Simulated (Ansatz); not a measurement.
Input and command of a plane-wave DFT calculation in Ansatz:

```yaml
crystal:
  lattice:
    - [-3.0877629443, 3.0877629443, 2.5236412193]
    - [3.0877629443, -3.0877629443, 2.5236412193]
    - [3.0877629443, 3.0877629443, -2.5236412193]
  atoms:
    - { symbol: Ta, position: [0.66359321, 0.83640679, 0.5] }
    - { symbol: Ta, position: [0.83640679, 0.33640679, 0.17281358] }
    - { symbol: Ta, position: [0.33640679, 0.16359321, 0.5] }
    - { symbol: Ta, position: [0.16359321, 0.66359321, 0.82718642] }
    - { symbol: Si, position: [0.25, 0.25, 0.0] }
    - { symbol: Si, position: [0.75, 0.75, 0.0] }
basis:
  ecutwfc: 500
kpoints:
  mp_grid: { grid: [10, 10, 10] }
hamiltonian:
  xc: r2scan
  dispersion: rvv10
scf:
  occupations: { method: gaussian, width: 0.1 }
output:
  forces: true
  stress: true
  eigenvalues: true
relax:
  adjacent_minimum: "off"
  f_tol: 0.01
  max_steps: 60
  cell: { stress_tol: 0.05 }
```

```bash
ansatz run input.yaml --threads 1 --pin off --max-ram 2560MiB --backend cpu --events-out ev --progress --plain --runs-dir out
```

Processor: Arm Neoverse N1, 1 thread, on a host shared with other jobs.

Question: How long does it run, and how much memory does it take?

Answer: About 7.7 min on 1 thread of Arm Neoverse N1 (shared host), peak memory 1 GiB. It solves 36 bands at 102 k points (the mesh reduced by the symmetry that the task leaves, which can be less than the crystal's) with about 2393 plane waves (on the last cell), in 30 SCF iterations over 5 ionic steps.
